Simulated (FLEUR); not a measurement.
# BaTiO3 (Barioperovskite) (Amm2) in FLEUR: band structure with r2SCAN

Aim: the band structure of BaTiO3 (Barioperovskite) with r2SCAN.

All numbers are computed with FLEUR MaX-R8.1 (later development tree); they aren't measurements. Logs are shortened: lines on timing, memory, paths and dates and some standing lists are left out, and cuts for length are marked.

## 1. The crystal as given

Symmetry: Amm2, No. 38, orthorhombic system. Conventional cell: a = 3.986 Å, b = 5.674 Å, c = 5.690 Å, α = 90.00°, β = 90.00°, γ = 90.00°. Ba (site symmetry mm2) is surrounded by 12 O at 2.77 to 2.92 Å. Around Ti (site symmetry mm2) lie 6 O at 1.93 to 2.09 Å. O (site symmetry m) is surrounded by 2 Ti at 1.93 to 2.09 Å. O (site symmetry mm2) is surrounded by 2 Ti at 2.00 Å.

## 2. Band structure, r2SCAN

Contents of inp.xml:

```xml
<?xml version="1.0" encoding="UTF-8" standalone="no"?>
<fleurInput fleurInputVersion="0.39">
   <comment>
      BaTiO3                                                                                              
   </comment>
   <calculationSetup>
      <cutoffs Kmax="5.13" Gmax="15.9" GmaxXC="15.9" numbands="0"/>
      <scfLoop itmax="80" minDistance="0.0001" maxIterBroyd="30" imix="Anderson" alpha="0.05" precondParam="0.0" spinf="2.0" sdNocoIR="T"/>
      <coreElectrons ctail="F" frcor="F" kcrel="0" coretail_lmax="0"/>
      <xcFunctional name="LibXC" relativisticCorrections="F">
         <LibXCName exchange="mgga_x_r2scan" correlation="mgga_c_r2scan"/>
         <AuxGGA exchange="117" correlation="130"/>
      </xcFunctional>
      <magnetism jspins="1"/>
      <soc l_soc="F" theta="0.0" phi="0.0" spav="F"/>
      <expertModes spex="0" secvar="F"/>
      <geometryOptimization l_f="F" forcealpha="1.0" forcemix="BFGS" epsdisp="0.00001" epsforce="0.00001"/>
      <ldaU l_linMix="F" mixParam="0.05" spinf="1.0"/>
   </calculationSetup>
   <cell>
      <bzIntegration valenceElectrons="50.0" mode="hist" fermiSmearingEnergy="0.00183747">
         <kPointListSelection listName="default-1"/>
         <!-- k-points included here -->
         <xi:include xmlns:xi="http://www.w3.org/2001/XInclude" href="kpts.xml"> </xi:include>
[... 58 lines left out ...]
   <atomGroups>
      <atomGroup species="Barium (Ba)">
         <relPos label="                   1">.0000000000 .0000000000 .0000000000</relPos>
         <force calculate="T" relaxXYZ="TTT"/>
      </atomGroup>
      <atomGroup species="Titanium (Ti)">
         <relPos label="                   2">1.000/2.000 -.4876000000 -.4876000000</relPos>
         <force calculate="T" relaxXYZ="TTT"/>
      </atomGroup>
      <atomGroup species="Oxygen (O)">
         <relPos label="                   3">1.000/2.000 -.0081600000 -.4947600000</relPos>
         <relPos label="                   4">1.000/2.000 -.4947600000 -.0081600000</relPos>
         <force calculate="T" relaxXYZ="TTT"/>
      </atomGroup>
      <atomGroup species="Oxygen (O)">
         <relPos label="                   5">.0000000000 .4874000000 .4874000000</relPos>
         <force calculate="T" relaxXYZ="TTT"/>
      </atomGroup>
   </atomGroups>
   <output dos="F" band="F" slice="F">
      <checks vchk="F" cdinf="F"/>
      <bandDOS minEnergy="-.5*Htr" maxEnergy="0.5*Htr" sigma="0.015" storeEVData="T"/>
      <vacuumDOS vacdos="F" integ="F" star="F" nstars="0" locx1="0.0" locy1="0.0" locx2="0.0" locy2="0.0" nstm="0" tworkf="0.0"/>
      <unfoldingBand unfoldBand="F" supercellX="1" supercellY="1" supercellZ="1"/>
      <plotting iplot="0" polar="F">
         <plot TwoD="T" vec1="  1.0  0.0  0.0" vec2="  0.0  1.0  0.0" vec3="  0.0  0.0  1.0" zero="  0.0  0.0  0.0" file="plot"/>
      </plotting>
      <chargeDensitySlicing numkpt="0" minEigenval="0.0" maxEigenval="0.0" nnne="0" pallst="F"/>
      <specialOutput eonly="F"/>
      <moessbauerParams electricFieldGradient="T" isomerShift="T" coreHyperfine="T" valenceHyperfine="T"/>
      <magneticCircularDichroism mcd="F" energyLo="-10.0" energyUp="0.0"/>
   </output>
  <!-- We include the file relax.xml here to enable relaxations (see documentation) -->
  <xi:include xmlns:xi="http://www.w3.org/2001/XInclude" href="relax.xml"> <xi:fallback/> </xi:include>
</fleurInput>
```

Contents of crystal.txt:

```
BaTiO3
&input cartesian=F /
3.9855000000  0.0000000000  0.0000000000
0.0000000000  2.8369000000  2.8451500000
0.0000000000  -2.8369000000  2.8451500000
1.8897261246
1.0 1.0 1.0

5
56 0.0000000000  0.0000000000  0.0000000000
22 0.5000000000  0.5124000000  0.5124000000
8 0.5000000000  0.9918400000  0.5052400000
8 0.5000000000  0.5052400000  0.9918400000
8 0.0000000000  0.4874000000  0.4874000000

&kpt div1=7 div2=7 div3=7 gamma=T /
```

Contents of inp.xml (bands):

```
<?xml version="1.0" encoding="UTF-8" standalone="no"?>
<fleurInput fleurInputVersion="0.39">
   <comment>
      BaTiO3                                                                                              
   </comment>
   <calculationSetup>
      <cutoffs Kmax="5.13" Gmax="15.9" GmaxXC="15.9" numbands="0"/>
      <scfLoop itmax="80" minDistance="0.0001" maxIterBroyd="30" imix="Anderson" alpha="0.05" precondParam="0.0" spinf="2.0" sdNocoIR="T"/>
      <coreElectrons ctail="F" frcor="F" kcrel="0" coretail_lmax="0"/>
      <xcFunctional name="LibXC" relativisticCorrections="F">
         <LibXCName exchange="mgga_x_r2scan" correlation="mgga_c_r2scan"/>
         <AuxGGA exchange="117" correlation="130"/>
      </xcFunctional>
      <magnetism jspins="1"/>
      <soc l_soc="F" theta="0.0" phi="0.0" spav="F"/>
      <expertModes spex="0" secvar="F"/>
      <geometryOptimization l_f="F" forcealpha="1.0" forcemix="BFGS" epsdisp="0.00001" epsforce="0.00001"/>
      <ldaU l_linMix="F" mixParam="0.05" spinf="1.0"/>
   </calculationSetup>
   <cell>
      <bzIntegration valenceElectrons="50.0" mode="hist" fermiSmearingEnergy="0.00183747">
         <kPointListSelection listName="path-1"/>
         <!-- k-points included here -->
         <xi:include xmlns:xi="http://www.w3.org/2001/XInclude" href="kpts.xml"> </xi:include>
      </bzIntegration>
[... 57 lines left out ...]
   <atomGroups>
      <atomGroup species="Barium (Ba)">
         <relPos label="                   1">.0000000000 .0000000000 .0000000000</relPos>
         <force calculate="T" relaxXYZ="TTT"/>
      </atomGroup>
      <atomGroup species="Titanium (Ti)">
         <relPos label="                   2">1.000/2.000 -.4876000000 -.4876000000</relPos>
         <force calculate="T" relaxXYZ="TTT"/>
      </atomGroup>
      <atomGroup species="Oxygen (O)">
         <relPos label="                   3">1.000/2.000 -.0081600000 -.4947600000</relPos>
         <relPos label="                   4">1.000/2.000 -.4947600000 -.0081600000</relPos>
         <force calculate="T" relaxXYZ="TTT"/>
      </atomGroup>
      <atomGroup species="Oxygen (O)">
         <relPos label="                   5">.0000000000 .4874000000 .4874000000</relPos>
         <force calculate="T" relaxXYZ="TTT"/>
      </atomGroup>
   </atomGroups>
   <output dos="F" band="T" slice="F">
      <checks vchk="F" cdinf="F"/>
      <bandDOS minEnergy="-.5*Htr" maxEnergy="0.5*Htr" sigma="0.015" storeEVData="T"/>
      <vacuumDOS vacdos="F" integ="F" star="F" nstars="0" locx1="0.0" locy1="0.0" locx2="0.0" locy2="0.0" nstm="0" tworkf="0.0"/>
      <unfoldingBand unfoldBand="F" supercellX="1" supercellY="1" supercellZ="1"/>
      <plotting iplot="0" polar="F">
         <plot TwoD="T" vec1="  1.0  0.0  0.0" vec2="  0.0  1.0  0.0" vec3="  0.0  0.0  1.0" zero="  0.0  0.0  0.0" file="plot"/>
      </plotting>
      <chargeDensitySlicing numkpt="0" minEigenval="0.0" maxEigenval="0.0" nnne="0" pallst="F"/>
      <specialOutput eonly="F"/>
      <moessbauerParams electricFieldGradient="T" isomerShift="T" coreHyperfine="T" valenceHyperfine="T"/>
      <magneticCircularDichroism mcd="F" energyLo="-10.0" energyUp="0.0"/>
   </output>
  <!-- We include the file relax.xml here to enable relaxations (see documentation) -->
  <xi:include xmlns:xi="http://www.w3.org/2001/XInclude" href="relax.xml"> <xi:fallback/> </xi:include>
</fleurInput>
```

Potentials or basis: all-electron, FLAPW.

Started as:

```
inpgen -f crystal.txt -profile fastHighL
# inp.xml edited to the form shown
mpirun -n 4 fleur_MPI -pe_per_kpt 1
mpirun -n 4 fleur_MPI -pe_per_kpt 1   # second run, on inp.xml (bands)
```

The log of the run:

```text
Welcome to FLEUR        (www.flapw.de)
      MaX-Release 8.1          (www.max-centre.eu)

 func_ids         498         497         498         497
 func_ids         498         497         498         497
 MetaGGA potential functional detected - V_tau will be computed
 Auxiliary Potential for radial basis: exchange=         117  correlation=         130
 func_ids         498         497         498         497
 MetaGGA potential functional detected - V_tau will be computed
 Auxiliary Potential for radial basis: exchange=         117  correlation=         130
 func_ids         498         497         498         497
 MetaGGA potential functional detected - V_tau will be computed
 Auxiliary Potential for radial basis: exchange=         117  correlation=         130
 MetaGGA potential functional detected - V_tau will be computed
 Auxiliary Potential for radial basis: exchange=         117  correlation=         130
The functional 'Re-regularized SCAN exchange by Furness et al' is an exchange functional, it belongs to the 'MGGA' family and is defined in the reference(s):
The functional 'Re-regularized SCAN exchange by Furness et al' is an exchange functional, it belongs to the 'MGGA' family and is defined in the reference(s):
The functional 'Re-regularized SCAN exchange by Furness et al' is an exchange functional, it belongs to the 'MGGA' family and is defined in the reference(s):
[1] J. W. Furness, A. D. Kaplan, J. Ning, J. P. Perdew, and J. Sun.,  J. Phys. Chem. Lett. 11, 8208-8215 (2020)
[... 10 lines left out ...]
[2] J. W. Furness, A. D. Kaplan, J. Ning, J. P. Perdew, and J. Sun.,  J. Phys. Chem. Lett. 11, 9248-9248 (2020)
The functional 'Re-regularized SCAN correlation by Furness et al' is a correlation functional, it belongs to the 'MGGA' family and is defined in the reference(s):
[1] J. W. Furness, A. D. Kaplan, J. Ning, J. P. Perdew, and J. Sun.,  J. Phys. Chem. Lett. 11, 8208-8215 (2020)
[2] J. W. Furness, A. D. Kaplan, J. Ning, J. P. Perdew, and J. Sun.,  J. Phys. Chem. Lett. 11, 9248-9248 (2020)
 Using same functional for VXC and EXC
[1] J. W. Furness, A. D. Kaplan, J. Ning, J. P. Perdew, and J. Sun.,  J. Phys. Chem. Lett. 11, 8208-8215 (2020)
[2] J. W. Furness, A. D. Kaplan, J. Ning, J. P. Perdew, and J. Sun.,  J. Phys. Chem. Lett. 11, 9248-9248 (2020)
The functional 'Re-regularized SCAN correlation by Furness et al' is a correlation functional, it belongs to the 'MGGA' family and is defined in the reference(s):
[1] J. W. Furness, A. D. Kaplan, J. Ning, J. P. Perdew, and J. Sun.,  J. Phys. Chem. Lett. 11, 8208-8215 (2020)
[2] J. W. Furness, A. D. Kaplan, J. Ning, J. P. Perdew, and J. Sun.,  J. Phys. Chem. Lett. 11, 9248-9248 (2020)
 Using same functional for VXC and EXC
[1] J. W. Furness, A. D. Kaplan, J. Ning, J. P. Perdew, and J. Sun.,  J. Phys. Chem. Lett. 11, 8208-8215 (2020)
[2] J. W. Furness, A. D. Kaplan, J. Ning, J. P. Perdew, and J. Sun.,  J. Phys. Chem. Lett. 11, 9248-9248 (2020)
 Using same functional for VXC and EXC

 ========== k-point set info ==========
 Selected k-point list: default-1
 k-point list type: mesh
 7 x 7 x 7
 Number of k points: 64

 ------------Calculation Setup---------------------------
 Number of MPI-tasks      :            4
 Number of PE/node        :            4
 Number of OMP-threads    :            1
 Using exactly            1  PE per kpt
 Using exactly            1  PE per kpt
 Using exactly            1  PE per kpt
 k-points in parallel     :            4
 pe's per k-point         :            1
 No of k-point loops      :           16
 Using exactly            1  PE per kpt
 Eigenvalue solver        :       lapack
 Number of basis functions:         1215
 Approximate size of matrices (H+S) per k-point:         0.044 GB
 --------------------------------------------------------
The functional 'Hammer, Hansen, and Norskov' is an exchange functional, it belongs to the 'GGA' family and is defined in the reference(s):
[1] B. Hammer, L. B. Hansen, and J. K. Nørskov.,  Phys. Rev. B 59, 7413 (1999)
The functional 'Perdew, Burke & Ernzerhof' is a correlation functional, it belongs to the 'GGA' family and is defined in the reference(s):
[1] J. P. Perdew, K. Burke, and M. Ernzerhof.,  Phys. Rev. Lett. 77, 3865 (1996)
The functional 'Hammer, Hansen, and Norskov' is an exchange functional, it belongs to the 'GGA' family and is defined in the reference(s):
[1] B. Hammer, L. B. Hansen, and J. K. Nørskov.,  Phys. Rev. B 59, 7413 (1999)
The functional 'Perdew, Burke & Ernzerhof' is a correlation functional, it belongs to the 'GGA' family and is defined in the reference(s):
[1] J. P. Perdew, K. Burke, and M. Ernzerhof.,  Phys. Rev. Lett. 77, 3865 (1996)
[2] J. P. Perdew, K. Burke, and M. Ernzerhof.,  Phys. Rev. Lett. 78, 1396 (1997)
 Using same functional for VXC and EXC
 Using auxiliary GGA potential for the first iteration of MetaGGA calculation.
The functional 'Hammer, Hansen, and Norskov' is an exchange functional, it belongs to the 'GGA' family and is defined in the reference(s):
[1] B. Hammer, L. B. Hansen, and J. K. Nørskov.,  Phys. Rev. B 59, 7413 (1999)
The functional 'Perdew, Burke & Ernzerhof' is a correlation functional, it belongs to the 'GGA' family and is defined in the reference(s):
[1] J. P. Perdew, K. Burke, and M. Ernzerhof.,  Phys. Rev. Lett. 77, 3865 (1996)
[2] J. P. Perdew, K. Burke, and M. Ernzerhof.,  Phys. Rev. Lett. 78, 1396 (1997)
 Using same functional for VXC and EXC
 Using auxiliary GGA potential for the first iteration of MetaGGA calculation.
The functional 'Hammer, Hansen, and Norskov' is an exchange functional, it belongs to the 'GGA' family and is defined in the reference(s):
[1] B. Hammer, L. B. Hansen, and J. K. Nørskov.,  Phys. Rev. B 59, 7413 (1999)
The functional 'Perdew, Burke & Ernzerhof' is a correlation functional, it belongs to the 'GGA' family and is defined in the reference(s):
[1] J. P. Perdew, K. Burke, and M. Ernzerhof.,  Phys. Rev. Lett. 77, 3865 (1996)
[2] J. P. Perdew, K. Burke, and M. Ernzerhof.,  Phys. Rev. Lett. 78, 1396 (1997)
 Using same functional for VXC and EXC
 Using auxiliary GGA potential for the first iteration of MetaGGA calculation.
[2] J. P. Perdew, K. Burke, and M. Ernzerhof.,  Phys. Rev. Lett. 78, 1396 (1997)
 Using same functional for VXC and EXC
 Using auxiliary GGA potential for the first iteration of MetaGGA calculation.
 Reset of history
 Reset of history
 Iteration:     1   Distance:      35.68591894 me/bohr^3
The functional 'Hammer, Hansen, and Norskov' is an exchange functional, it belongs to the 'GGA' family and is defined in the reference(s):
[1] B. Hammer, L. B. Hansen, and J. K. Nørskov.,  Phys. Rev. B 59, 7413 (1999)
The functional 'Perdew, Burke & Ernzerhof' is a correlation functional, it belongs to the 'GGA' family and is defined in the reference(s):
[1] J. P. Perdew, K. Burke, and M. Ernzerhof.,  Phys. Rev. Lett. 77, 3865 (1996)
[2] J. P. Perdew, K. Burke, and M. Ernzerhof.,  Phys. Rev. Lett. 78, 1396 (1997)
 Using same functional for VXC and EXC
The functional 'Hammer, Hansen, and Norskov' is an exchange functional, it belongs to the 'GGA' family and is defined in the reference(s):
[1] B. Hammer, L. B. Hansen, and J. K. Nørskov.,  Phys. Rev. B 59, 7413 (1999)
The functional 'Perdew, Burke & Ernzerhof' is a correlation functional, it belongs to the 'GGA' family and is defined in the reference(s):
[1] J. P. Perdew, K. Burke, and M. Ernzerhof.,  Phys. Rev. Lett. 77, 3865 (1996)
[2] J. P. Perdew, K. Burke, and M. Ernzerhof.,  Phys. Rev. Lett. 78, 1396 (1997)
 Using same functional for VXC and EXC
The functional 'Hammer, Hansen, and Norskov' is an exchange functional, it belongs to the 'GGA' family and is defined in the reference(s):
[1] B. Hammer, L. B. Hansen, and J. K. Nørskov.,  Phys. Rev. B 59, 7413 (1999)
The functional 'Perdew, Burke & Ernzerhof' is a correlation functional, it belongs to the 'GGA' family and is defined in the reference(s):
[1] J. P. Perdew, K. Burke, and M. Ernzerhof.,  Phys. Rev. Lett. 77, 3865 (1996)
[... 445 lines left out ...]
The functional 'Hammer, Hansen, and Norskov' is an exchange functional, it belongs to the 'GGA' family and is defined in the reference(s):
[1] B. Hammer, L. B. Hansen, and J. K. Nørskov.,  Phys. Rev. B 59, 7413 (1999)
The functional 'Perdew, Burke & Ernzerhof' is a correlation functional, it belongs to the 'GGA' family and is defined in the reference(s):
[1] J. P. Perdew, K. Burke, and M. Ernzerhof.,  Phys. Rev. Lett. 77, 3865 (1996)
[2] J. P. Perdew, K. Burke, and M. Ernzerhof.,  Phys. Rev. Lett. 78, 1396 (1997)
 Using same functional for VXC and EXC
The functional 'Hammer, Hansen, and Norskov' is an exchange functional, it belongs to the 'GGA' family and is defined in the reference(s):
[1] B. Hammer, L. B. Hansen, and J. K. Nørskov.,  Phys. Rev. B 59, 7413 (1999)
The functional 'Perdew, Burke & Ernzerhof' is a correlation functional, it belongs to the 'GGA' family and is defined in the reference(s):
[1] J. P. Perdew, K. Burke, and M. Ernzerhof.,  Phys. Rev. Lett. 77, 3865 (1996)
[2] J. P. Perdew, K. Burke, and M. Ernzerhof.,  Phys. Rev. Lett. 78, 1396 (1997)
 Using same functional for VXC and EXC
 Using same functional for VXC and EXC
 Iteration:    20   Distance:       0.00004291 me/bohr^3

 ********************************************************************
 Run finished successfully
 Stop message:
   all done
 ********************************************************************
```

It took 8.7 min on 4 MPI ranks of Arm Neoverse V1, shared host.

Results:

```yaml
Free_energy: -250875.4689 eV
Band_gap_on_the_k_mesh: 2.32 eV, indirect (least direct gap 2.44 eV)
Band_gap_along_the_path: 2.24 eV, indirect (least direct gap 2.44 eV)
Valence_electrons_inside_the_program's_atomic_spheres: Ba 17.42; Ti 9.12; O 4.74 (radii Ba 2.63, Ti 1.91, O 1.46 bohr)
```

Levels at the corners of the path, in eV from the valence-band top:
```tsv
point	band 23	band 24	band 25	band 26	band 27	band 28
Γ	-0.32	-0.23	-0.19	2.24	2.30	2.45
X	-0.89	-0.86	-0.11	3.90	3.96	4.34
S	-1.65	-0.81	-0.75	2.45	3.89	3.92
R	-0.87	-0.87	-0.05	3.92	3.93	4.34
A	-0.06	-0.01	0.00	4.53	4.57	4.58
Z	-1.70	-0.83	-0.78	2.41	3.86	3.94
Γ	-0.32	-0.23	-0.19	2.24	2.30	2.45
Y	-0.89	-0.86	-0.11	3.90	3.96	4.34
X1	-0.89	-0.86	-0.11	3.90	3.96	4.34
A1	-0.06	-0.01	0.00	4.53	4.57	4.58
T	-0.06	-0.01	0.00	4.53	4.57	4.58
Y	-0.89	-0.86	-0.11	3.90	3.96	4.34
Z	-1.70	-0.83	-0.78	2.41	3.86	3.94
T	-0.06	-0.01	0.00	4.53	4.57	4.58
```

Core levels (eV from the Fermi level):
```tsv
atom	levels
1 Ba	1s1/2 -37222.7, 2s1/2 -5873.4, 2p1/2 -5531.2, 2p3/2 -5149.5, 3s1/2 -1232.4, 3p1/2 -1089.0, 3p3/2 -1015.2, 4s1/2 -234.2, 3d3/2 -763.9, 3d5/2 -748.2, 4p1/2 -182.1, 4p3/2 -166.7
2 Ti	1s1/2 -4863.2, 2s1/2 -531.9, 2p1/2 -442.8, 2p3/2 -437.0
3 O	1s1/2 -503.7
4 O	1s1/2 -503.7
5 O	1s1/2 -503.6
```

Caveat: the meta-GGA is that of a development version, with a GGA for the radial functions and cores and without core tails; spin-orbit coupling is left out, which moves the levels of the heavy elements. r2SCAN opens gaps a little over a GGA but as a rule still falls short of measured ones.
